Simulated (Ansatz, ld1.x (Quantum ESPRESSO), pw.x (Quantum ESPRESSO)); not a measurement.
From atom to crystal: TM potential for Mo (Z = 42)

- Element: Mo (Z = 42)
- Generator: ld1.x (Quantum ESPRESSO) 7.5
- Type: norm-conserving Troullier–Martins (Kleinman–Bylander form)
- Functional: PBE
- Relativity: scalar-relativistic
- Frozen core: [Kr]
- Valence charge: 6
- Reference configuration: 4d5 5s0 5p0 (charge +1)
- Partial waves: 5s (bound, empty): rc 2.55 bohr; 4d (bound): rc 1.80 bohr; 5p (bound, empty): rc 2.85 bohr
- Local potential: the p channel
- Core correction: Bessel-smoothed model core inside 1.40 bohr

Crystal test: fcc Mo in pw.x 7.5, no spin, 14³ k-points, Fermi–Dirac smearing 0.01 Ry, cutoffs 60/240 Ry. The reference is all-electron LAPW (Ansatz 0.2.0) with the same functional, mesh and smearing; V0 and B0 come from Birch–Murnaghan fits to the pressures at five volumes. Errors are pseudo minus all-electron; Δ is the rms difference of the E(V) curves that follow from these fits, minima aligned, over ±6 % about the mean V0. Mesh and smearing are coarse, so the numbers serve the comparison and aren't converged zero-temperature values; the lattice is a test structure that the element need not adopt.

```csv
V (Å³/atom),P all-electron (GPa),P pseudo (GPa)
15.226,13.93,48.00
15.626,6.76,37.08
16.027,0.44,27.48
16.428,-5.13,19.05
16.828,-10.04,11.63
```

All-electron: a0 = 4.005 Å (V0 = 16.06 Å³/atom), B0 = 235.3 GPa.

Pseudopotential: mean pressure error (GPa): +27.46. The pressure does not cross zero within the volumes sampled, so no fit is given. The largest radius (2.85 bohr) exceeds half the bond length (2.67 bohr), so the spheres overlap, which is one possible source of error among others. This is a poor potential for the solid. Note: ghost state, extra bound levels that the all-electron valence spectrum of the same l lacks: s at -8.9 eV. A true bound ghost makes a file unfit for plane-wave use. Atomic configuration tests: 3 of 7 tests not solved or not reliable. The logarithmic derivative shows an extra or strongly shifted pseudo pole above the reference energy (s near -0.65 Ry).

At the middle volume, how do free energy and pressure move when the wave cutoff is lowered (ecutrho kept at four times it)?

```tsv
cutoff (Ry)	shift of F (meV/atom)	shift of P (GPa)
27	+1746.3	-60.75
36	+272.5	-14.89
48	+5.5	-0.73
```

Input at the middle volume:

```
&control
  calculation='scf', prefix='x', pseudo_dir='./', outdir='./tmp', tstress=.true., disk_io='low'
/
&system
  ibrav=0, nat=1, ntyp=1, ecutwfc=60, ecutrho=240, nbnd=10,
  occupations='smearing', smearing='fd', degauss=0.01
/
&electrons
  conv_thr=1e-09, mixing_beta=0.4, electron_maxstep=70
/
ATOMIC_SPECIES
Mo 1.0 Mo.UPF
CELL_PARAMETERS angstrom
  0.00000000 2.00112437 2.00112437
  2.00112437 0.00000000 2.00112437
  2.00112437 2.00112437 0.00000000
ATOMIC_POSITIONS crystal
Mo 0.0000 0.0000 0.0000
K_POINTS automatic
14 14 14 0 0 0
```

```bash
pw.x < Mo.scf.in > Mo.scf.out
```

Lines of the output:

```
Message from routine setup:
     using ibrav=0 with symmetry is DISCOURAGED, use correct ibrav instead
     lattice parameter (alat)  =       5.3480  a.u.
     unit-cell volume          =     108.1556 (a.u.)^3
     number of electrons       =         6.00
     number of Kohn-Sham states=           10
     kinetic-energy cutoff     =      60.0000  Ry
     charge density cutoff     =     240.0000  Ry
     scf convergence threshold =      1.0E-09
     Exchange-correlation= PBE
     number of k points=   104  Fermi-Dirac smearing, width (Ry)=  0.0100
     iteration #  1     ecut=    60.00 Ry     beta= 0.40
     total energy              =     -35.10805343 Ry
     estimated scf accuracy    <       0.55500766 Ry
     iteration #  2     ecut=    60.00 Ry     beta= 0.40
     total energy              =     -35.09154693 Ry
     estimated scf accuracy    <       0.08049118 Ry
     iteration #  3     ecut=    60.00 Ry     beta= 0.40
     total energy              =     -35.10734141 Ry
     estimated scf accuracy    <       0.00069744 Ry
     iteration #  4     ecut=    60.00 Ry     beta= 0.40
     total energy              =     -35.10737221 Ry
     estimated scf accuracy    <       0.00095147 Ry
     iteration #  5     ecut=    60.00 Ry     beta= 0.40
     total energy              =     -35.10754559 Ry
     estimated scf accuracy    <       0.00000055 Ry
     iteration #  6     ecut=    60.00 Ry     beta= 0.40
     total energy              =     -35.10754593 Ry
     estimated scf accuracy    <       0.00000038 Ry
     iteration #  7     ecut=    60.00 Ry     beta= 0.40
     total energy              =     -35.10754597 Ry
     estimated scf accuracy    <          4.6E-09 Ry
     iteration #  8     ecut=    60.00 Ry     beta= 0.40
     total energy              =     -35.10754597 Ry
     estimated scf accuracy    <          1.8E-09 Ry
     iteration #  9     ecut=    60.00 Ry     beta= 0.40
     the Fermi energy is    13.5051 ev
!    total energy              =     -35.10754597 Ry
     estimated scf accuracy    <          1.8E-11 Ry
     smearing contrib. (-TS)   =      -0.00556667 Ry
     The total energy is F=E-TS. E is the sum of the following terms:
     one-electron contribution =      11.07814860 Ry
     hartree contribution      =       0.48790578 Ry
     xc contribution           =     -24.84446183 Ry
     ewald contribution        =     -21.82357184 Ry
     convergence has been achieved in   9 iterations
          total   stress  (Ry/bohr**3)                   (kbar)     P=      274.83
```

The run at the middle volume (104 k-points, 9 iterations) took about 12 s on one core of a shared host (Neoverse-V1, 32 threads, 247 GiB, load 9).
